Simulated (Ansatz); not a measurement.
**Phonon dispersion of Mg**

Computed with DFT PBE, scalar-relativistic, plane waves, PAW (Ansatz 0.2.0). Plane waves to 420 eV; Γ-centred k mesh 18×18×6; Fermi-Dirac smearing of 0.15 eV. No spin polarisation. Phonons by linear response, acoustic sum rule imposed.

Equilibrium structure at this level:
```xyz
3
Lattice="3.1764 0.0000 0.0000 -1.5882 2.7508 0.0000 0.0000 0.0000 8.0692" Properties=species:S:1:pos:R:3 pbc="T T T"
Mg    0.7941    1.3754    2.6897
Mg    1.5882    0.0000    0.0000
Mg   -0.7941    1.3754    5.3794
```

The structure comes from a generated guess, relaxed at this level; another structure or a mixture of phases may lie lower. In a metal, frequencies and elastic constants depend on the k mesh and the smearing, soft modes and shear constants most. Some empty bands missed the eigensolver's threshold. The q mesh is coarse, so values between its points are rough. This form isn't the element's ground state: it lies 50 meV/atom above the standard structure at this level.

Force constants from linear response on a 3×3×1 q mesh.

Q: Is the structure dynamically stable on this mesh?

A: No: at q = (0.000, 0.000, 0.000) a mode is imaginary, 77i cm⁻¹.

Q: Give the frequencies (cm⁻¹; i marks imaginary ones) at the irreducible q points, in fractions of the reciprocal vectors.

A:
```json
{"q": "0.000 0.000 0.000", "star": "1", "frequencies": "77i 0 0 0 80 80 138 209 209"}
{"q": "0.000 0.333 0.000", "star": "6", "frequencies": "44 110 129 155 171 186 201 211 229"}
{"q": "0.333 0.333 0.000", "star": "2", "frequencies": "119 119 174 189 189 193 217 217 228"}
```
